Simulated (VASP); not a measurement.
# Sn (I4/mmm) in VASP: settings compared

The runs below take Sn through equation of state, with PBEsol, PBE.

Program: VASP 6.6.1. These are calculated values, not measurements. Logs are shortened: lines on timing, memory, paths and dates and some standing lists are left out, and cuts for length are marked.

## 1. The crystal as given

The structure is tetragonal, space group I4/mmm (No. 139). The conventional cell has a = 4.058 Å, b = 4.058 Å, c = 3.322 Å, α = 90.00°, β = 90.00°, γ = 90.00°. Around Sn (site symmetry 4/mmm) lie 10 Sn at 3.32 Å.

This isn't the form of Sn at room conditions, which is tetragonal (white tin).

## 2. Equation of state, PBEsol, 25.71 Å³/atom (volume scaled by 0.94)

Input file INCAR:

```
SYSTEM = Sn
ALGO = Normal ; EDIFF = 1E-7
ENCUT = 520 ; GGA = PS
ISIF = 2 ; ISMEAR = -1
LASPH = .True. ; LCHARG = .False.
LREAL = .False. ; LWAVE = .False.
NBANDS = 13 ; NELM = 60
PREC = Accurate ; SIGMA = 0.05
```

Input file KPOINTS:

```
k-points
0
Gamma
  10 10 10
  0 0 0
```

Input file POSCAR:

```
Sn
1.0
   -1.9877657590      1.9877657590      1.6268574157
    1.9877657590     -1.9877657590      1.6268574157
    1.9877657590      1.9877657590     -1.6268574157
Sn
1
Direct
    0.0000000000      0.0000000000      0.0000000000
```

Potentials or basis: VASP PAW PBE potentials, release 64 (Sn_d).

Launch:

```console
cat potpaw_PBE.64/Sn_d/POTCAR > POTCAR
mpirun -np 1 vasp_std > vasp.out
```

OUTCAR:

```text
SYSTEM = Sn
   EDIFF = 1E-7
   ENCUT = 520
   GGA = PS
   ISIF = 2
   ISMEAR = -1
   LASPH = .True.
   LREAL = .False.
   NELM = 60
   PREC = Accurate

 Found    102 irreducible k-points:

 Following reciprocal coordinates:
            Coordinates               Weight
  0.000000  0.000000  0.000000      1.000000
  0.100000 -0.000000  0.000000      8.000000
  0.200000 -0.000000  0.000000      8.000000
  0.300000  0.000000  0.000000      8.000000
  0.400000 -0.000000  0.000000      8.000000
  0.500000 -0.000000  0.000000      4.000000
   k-points           NKPTS =    102   k-points in BZ     NKDIM =    102   number of bands    NBANDS=     13
   number of dos      NEDOS =    301   number of ions     NIONS =      1
   total plane-waves  NPLWV =  13824
   dimension x,y,z NGX =    24 NGY =   24 NGZ =   24
   dimension x,y,z NGXF=    48 NGYF=   48 NGZF=   48
   ions per type =               1
   NGX,Y,Z   is equivalent  to a cutoff of  12.28, 12.28, 12.28 a.u.
   NGXF,Y,Z  is equivalent  to a cutoff of  24.57, 24.57, 24.57 a.u.
 SYSTEM =  Sn
   PREC   = accura    normal or accurate (medium, high low for compatibility)
   ISTART =      0    job   : 0-new  1-cont  2-samecut
   ICHARG =      2    charge: 1-file 2-atom 10-const
   ISPIN  =      1    spin polarized calculation?
   LNONCOLLINEAR =      F non collinear calculations
   LSORBIT =      F    spin-orbit coupling
   LASPH  =      T    aspherical Exc in radial PAW
   ENCUT  =  520.0 eV  38.22 Ry    6.18 a.u.   6.04  6.04  6.04*2*pi/ulx,y,z
   NELM   =     60;   NELMIN=  2; NELMDL= -5     # of ELM steps
   EDIFF  = 0.1E-06   stopping-criterion for ELM
   LREAL  =      F    real-space projection
   EDIFFG = 0.1E-05   stopping-criterion for IOM
   NSW    =      0    number of steps for IOM
   IBRION =     -1    ionic relax: 0-MD 1-quasi-New 2-CG
   NFREE  =      0    steps in history (QN), initial steepest desc. (CG)
   ISIF   =      2    stress and relaxation
   ISYM   =      2    0-nonsym 1-usesym 2-fastsym
   POTIM  = 0.5000    time-step for ionic-motion
   TEBEG  =    0.0;   TEEND  =   0.0 temperature during run
   PSTRESS=    0.0 pullay stress
   NELECT =      14.0000    total number of electrons
   NUPDOWN=      -1.0000    fix difference up-down
   EMIN   =  10.00;   EMAX   =-10.00  energy-range for DOS
   EFERMI =   0.00;   METHOD = LEGACY
   ISMEAR =    -1;   SIGMA  =   0.05  broadening in eV -4-tet -1-fermi 0-gaus
   EFERMI_NEDOS =   21; number of points for ismear=-14 and -15
   IALGO  =     38    algorithm
   IMIX   =      4    mixing-type and parameters
     AMIX     =   0.40;   BMIX     =  1.00
     AMIX_MAG =   1.60;   BMIX_MAG =  1.00
  volume/ion in A,a.u.               =      25.71       173.51
  Fermi-wavevector in a.u.,A,eV,Ry     =   1.336814  2.526212 24.314574  1.787071
  Thomas-Fermi vector in A             =   2.465411
   LORBIT       =      0    0 simple, 1 ext, 2 COOP (PROOUT), +10 PAW based schemes
   GGA     = PS    functional components
   LHFCALC =     F    Hartree Fock is set to
   AEXX    =    0.0000 exact exchange contribution
   IVDW    =     0    specifies the selected vdW correction
   LEPSILON=     F    determine dielectric tensor
   LRPA    =     F    only Hartree local field effects (RPA)
 non-spin polarized calculation
  energy-cutoff  :      520.00
  volume of cell :       25.71
 maximum number of plane-waves:       713
   NGX = 13   NGY = 13   NGZ = 13

 number of electron      13.9999992 magnetization

 Free energy of the ion-electron system (eV)
  ---------------------------------------------------
  ext. energy  EPLUGINS =         0.00000000
  ---------------------------------------------------
  free energy    TOTEN  =        -4.23187362 eV

  energy without entropy =       -4.22812754  energy(sigma->0) =       -4.23000058

 E-fermi :   8.5665     XC(G=0): -10.7601

 val. band max:        8.5554820244   @ k =  -0.2000   0.4000   0.1000
 cond. band min:       8.6233517265   @ k =  -0.2000  -0.3000   0.2000
 fundamental gap:      0.0678697021
 Fermi energy:         8.5664926465

 k-point     1 :       0.0000    0.0000    0.0000
  band No.  band energies     occupation
      1     -12.9121      2.00000
      2     -12.8188      2.00000
      3     -12.8188      2.00000
      4     -12.8168      2.00000
      5     -12.6763      2.00000
      6      -2.9313      2.00000
      7      15.7454      0.00000
      8      15.7454      0.00000
      9      18.6149      0.00000
     10      19.2073      0.00000
     11      20.3976      0.00000
     12      21.3572      0.00000
     13      21.3572      0.00000

 k-point     2 :       0.1000   -0.0000    0.0000
  band No.  band energies     occupation
      1     -12.9008      2.00000
      2     -12.8206      2.00000
      3     -12.8145      2.00000
      4     -12.8009      2.00000
      5     -12.6828      2.00000
      6      -2.6814      2.00000
      7      15.0042      0.00000
      8      15.1318      0.00000
      9      16.8899      0.00000
     10      19.7137      0.00000
     11      19.8792      0.00000
     12      20.5834      0.00000
     13      21.4500      0.00000

 k-point     3 :       0.2000   -0.0000    0.0000
  band No.  band energies     occupation
      1     -12.8969      2.00000
      2     -12.8287      2.00000
      3     -12.7770      2.00000
      4     -12.7584      2.00000
      5     -12.6981      2.00000
      6      -1.9285      2.00000
      7      12.8633      0.00000
      8      13.7839      0.00000
      9      14.6944      0.00000
     10      18.2809      0.00000
     11      18.3400      0.00000
     12      21.8368      0.00000
     13      22.5589      0.00000

 k-point     4 :       0.3000    0.0000    0.0000
  band No.  band energies     occupation
      1     -12.9153      2.00000
      2     -12.8446      2.00000
      3     -12.7148      2.00000
      4     -12.7060      2.00000
      5     -12.7039      2.00000
      6      -0.6694      2.00000
      7       9.4511      0.00000
      8      12.7404      0.00000
      9      13.7808      0.00000
     10      17.0973      0.00000
     11      17.1021      0.00000
     12      22.0251      0.00000
     13      25.1895      0.00000

 k-point     5 :       0.4000   -0.0000    0.0000
  band No.  band energies     occupation
      1     -12.9347      2.00000
      2     -12.8624      2.00000
      3     -12.7232      2.00000
      4     -12.6614      2.00000
      5     -12.6429      2.00000
      6       1.0765      2.00000
      7       6.3054      2.00000
      8      12.0552      0.00000
      9      13.2520      0.00000
     10      16.3399      0.00000
     11      16.3908      0.00000
     12      22.4093      0.00000
     13      26.2786      0.00000

 k-point     6 :       0.5000   -0.0000    0.0000
  band No.  band energies     occupation
      1     -12.9425      2.00000
      2     -12.8703      2.00000
      3     -12.7261      2.00000
      4     -12.6448      2.00000
      5     -12.6182      2.00000
      6       2.7902      2.00000
      7       4.1158      2.00000
      8      11.8167      0.00000
      9      13.0728      0.00000
     10      16.0862      0.00000
     11      16.1577      0.00000
     12      22.6502      0.00000
     13      25.7255      0.00000

 [... further k-points ...]

------------------------ aborting loop because EDIFF is reached ----------------------------------------

  FORCE on cell =-STRESS in cart. coord.  units (eV):
  Direction    XX          YY          ZZ          XY          YZ          ZX
  --------------------------------------------------------------------------------------
  -------------------------------------------------------------------------------------
  Total        0.0965853      0.0965853      0.4277915      0.0000000      0.0000000      0.0000000
  in kB        6.0184113      6.0184113     26.6564842      0.0000000      0.0000000      0.0000000
  external PRESSURE =      12.8977689 kB  Pullay stress =       0.0000000 kB

 VOLUME and BASIS-vectors are now :
 -----------------------------------------------------------------------------
  energy-cutoff  :      520.00
  volume of cell :       25.71
      direct lattice vectors                 reciprocal lattice vectors
    -1.987765759  1.987765759  1.626857416     0.000000000  0.251538692  0.307341009
     1.987765759 -1.987765759  1.626857416     0.251538692  0.000000000  0.307341009
     1.987765759  1.987765759 -1.626857416     0.251538692  0.251538692  0.000000000

 POSITION                                       TOTAL-FORCE (eV/Angst)
 -----------------------------------------------------------------------------------
      0.00000      0.00000      0.00000         0.000000     -0.000000      0.000000
 -----------------------------------------------------------------------------------
    total drift:                               -0.000000      0.000000      0.000000

  FREE ENERGIE OF THE ION-ELECTRON SYSTEM (eV)
  ---------------------------------------------------
  free  energy   TOTEN  =        -4.2318736183 eV

  energy  without entropy=       -4.2281275427  energy(sigma->0) =       -4.23000058
```

OSZICAR:

```text
N       E                     dE             d eps       ncg     rms          rms(c)
DAV:   1     0.790430858164E+02    0.79043E+02   -0.72649E+03  2735   0.166E+03
DAV:   2     0.113450094645E+01   -0.77909E+02   -0.75281E+02  2857   0.336E+02
DAV:   3    -0.414311174107E+01   -0.52776E+01   -0.52576E+01  3182   0.714E+01
DAV:   4    -0.425172968953E+01   -0.10862E+00   -0.10859E+00  3127   0.109E+01
DAV:   5    -0.425530668775E+01   -0.35770E-02   -0.35769E-02  3357   0.193E+00    0.153E+00
DAV:   6    -0.423771679892E+01    0.17590E-01   -0.17840E-02  3345   0.243E+00    0.821E-01
DAV:   7    -0.423220869637E+01    0.55081E-02   -0.99933E-03  3322   0.173E+00    0.126E-01
DAV:   8    -0.423187351342E+01    0.33518E-03   -0.79028E-04  3250   0.490E-01    0.210E-02
DAV:   9    -0.423187325305E+01    0.26037E-06   -0.15653E-05  3790   0.493E-02    0.126E-02
DAV:  10    -0.423187356325E+01   -0.31020E-06   -0.98784E-07  3506   0.109E-02    0.111E-03
DAV:  11    -0.423187361831E+01   -0.55061E-07   -0.28835E-08  2146   0.270E-03
   1 F= -.42318736E+01 E0= -.42300006E+01  d E =-.374608E-02
```

It took 25 s on 1 thread of Intel Xeon Platinum 8375C at 2.90GHz (Ice Lake), shared host; peak memory 0.15 GiB.

What came out:

| Property | Result |
| --- | --- |
| Free energy | -4.2319 eV |
| Pressure | 1.3 GPa |
| Band gap on the k mesh | none (metal or under the smearing width) |

Caveat: the PAW data sets were made with another functional, which shifts forces and pressure a little.

## 3. Equation of state, PBEsol, 26.26 Å³/atom (volume scaled by 0.96)

INCAR is that of step 2.

KPOINTS is that of step 2.

Input file POSCAR:

```
Sn
1.0
   -2.0017645706      2.0017645706      1.6383145356
    2.0017645706     -2.0017645706      1.6383145356
    2.0017645706      2.0017645706     -1.6383145356
Sn
1
Direct
    0.0000000000      0.0000000000      0.0000000000
```

Potentials or basis: VASP PAW PBE potentials, release 64 (Sn_d).

Launch:

```console
cat potpaw_PBE.64/Sn_d/POTCAR > POTCAR
mpirun -np 1 vasp_std > vasp.out
```

It took 21 s on 1 thread of Intel Xeon Platinum 8375C at 2.90GHz (Ice Lake), shared host; peak memory 0.15 GiB.

The run converged. Its results:

```
Free energy            : -4.2344 eV
Pressure               : 0.0 GPa
Band gap on the k mesh : none (metal or under the smearing width)
```

Caveat: the PAW data sets were made with another functional, which shifts forces and pressure a little.

(Continued in part 2 of 2.)
